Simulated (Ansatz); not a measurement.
**TaN under changes of volume**

One of the cells (10.776 Å³/atom); the others are scaled copies at fixed shape and fractional positions:

```
Ta N
1.0
     2.93800    0.00000    0.00000
    -1.46900    2.54438    0.00000
     0.00000    0.00000    2.88300
Ta N
1 1
Direct
  0.33333 0.66667 0.50000
  0.00000 0.00000 0.00000
```

```yaml
Program: Ansatz 0.2.0
Functional: PBE
Potentials_or_basis: Ansatz PAW
Cutoff: "420 eV (not typed: the program's choice for these potentials)"
k_mesh: 10 × 10 × 9
Occupations: fermi-dirac, width 0.05 eV
Spin: no spin polarisation
```

```csv
volume (Å³/atom),energy over the lowest point (meV/atom),pressure (GPa)
10.129,68.91,30.0
10.345,34.95,20.6
10.560,?,?
10.776,1.64,4.7
10.991,0.00,-2.1
11.207,7.03,-8.2
11.422,21.88,-13.7
```

**Question.** What does the run at 10.560 Å³/atom give?

**Answer.** Energy over the lowest point 12.95 meV/atom; pressure 12.2 GPa.

Worked out: A Birch-Murnaghan fit of order 3 (a polynomial in V^(-2/3)) to the other rows has its minimum at 10.92 Å³/atom with B0 = V·E''(V) = 338 GPa and B' = 4.2 at fixed shape and positions, which overstates the stiffness. It gives 12.99 meV/atom at 10.560 Å³/atom, against the run's 12.95, and -dE/dV = 12.3 GPa, against 12.2.

Energies are extrapolated to zero smearing.
